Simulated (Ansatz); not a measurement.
Runs of Ansatz 0.2.0 on TiO2. The structure is tetragonal, space group P4_2/mnm (No. 136). The conventional cell has a = 4.600 Å, b = 4.600 Å, c = 2.959 Å, α = 90.00°, β = 90.00°, γ = 90.00°. Around Ti (site symmetry mmm) lie 6 O at 1.95 to 1.98 Å. Around O (site symmetry m2m) lie 3 Ti at 1.95 to 1.98 Å. The cell is a database's computed one.

```csv
task,level,potentials or basis,U,cell,cutoff (eV),hubbard projectors,double counting,gap on the mesh (eV),pressure (GPa),V0 of scaled cells (Å³/atom),relaxed volume (Å³/atom),B0 (GPa)
relaxation of cell and atoms,revPBE+D4,Ansatz PAW,-,relaxed,420,-,-,1.90,0.0,-,10.38,-
relaxation of cell and atoms,PBE+U,Ansatz PAW,Ti d U = 6 eV,relaxed,420,ortho-atomic (the default),fll (the default),2.50,0.0,-,(a),-
equation of state,m-r2SCAN,Ansatz PAW,-,as given,500,-,-,-,-,10.40,-,(b)
equation of state,PBE,Ansatz PAW earlier set,-,as given,930,-,-,-,-,10.63,-,228
single point,PBE,Ansatz PAW,-,as given,800,-,-,1.86,(c),-,-,-
```

Alike in all rows: no spin polarisation; k mesh 6 × 6 × 9; smearing fermi-dirac 0.05 eV.

Fill in the values left out.

(a) 10.87; (b) 252; (c) 4.2.

Caveats: odd divisions of the mesh miss points on the zone boundary, where band edges often lie, so the gap on the mesh can be too wide (some runs); the plane-wave basis is chosen anew once the cell has moved, so the energies of steps on either side of that aren't comparable (some runs); the cell was scaled at fixed shape and fractional positions, which overstates the stiffness of a crystal with free parameters, most of all of layers and chains (some runs); the PAW data sets come from PBE, with cores solved anew for the run's functional, which leaves a small shift of forces and pressure (some runs); the PAW data sets were made with another functional, which shifts forces and pressure a little (some runs).

A k mesh can miss the band edges.
